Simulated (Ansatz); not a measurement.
Set up this calculation in Ansatz 0.2.0, as the native input.

```
Task                : elastic constants
Functional          : LDA
Potentials or basis : Ansatz PAW
Cutoff              : 420 eV (not typed: the program's choice for these potentials)
k mesh              : 8 × 8 × 8
Occupations         : fixed
Spin                : no spin polarisation
Atoms under strain  : relaxed
```

MgO:

```
Mg O
1.0
     0.00000    2.09700    2.09700
     2.09700    0.00000    2.09700
     2.09700    2.09700    0.00000
Mg O
1 1
Direct
  0.00000 0.00000 0.00000
  0.50000 0.50000 0.50000
```

The cell is a database's computed one.

One way to write it, as run:

input.yaml

```yaml
crystal:
  lattice:
    - [0.0, 2.0970013927, 2.0970013927]
    - [2.0970013927, 0.0, 2.0970013927]
    - [2.0970013927, 2.0970013927, 0.0]
  atoms:
    - { symbol: Mg, position: [0.0, 0.0, 0.0] }
    - { symbol: O, position: [0.5, 0.5, 0.5] }
hamiltonian:
  xc: lda
  pseudopotentials: { kind: paw }
kpoints:
  mp_grid: { grid: [8, 8, 8] }
scf:
  occupations: { method: fixed }
output:
  forces: true
  stress: true
elastic:
  mode: relaxed_ion
  stencil: two_point
```

Potentials or basis: Ansatz PAW.

Command:

```sh
$ ansatz run input.yaml --threads 2 --pin off --max-ram 5632MiB --backend cpu --events-out ev --progress --plain --runs-dir out
```

Results of the run:

```json
{
 "Pressure": "-4.1 GPa",
 "Band gap on the k mesh": "4.78 eV, direct",
 "Elastic constants C11, C12, C44": "289, 89, 149 GPa",
 "Voigt bulk modulus": "156 GPa"
}
```

Caveat: the cell is more than 3 GPa from zero pressure, which shifts response properties; the pressure holds a Pulay correction of +0.8 GPa for the finite cutoff; the PAW data sets come from PBE, with cores solved anew for the run's functional, which leaves a small shift of forces and pressure.

Run time: 2.9 s on 2 threads of Arm Neoverse V1, with other jobs on the host, peak memory 0.27 GiB.
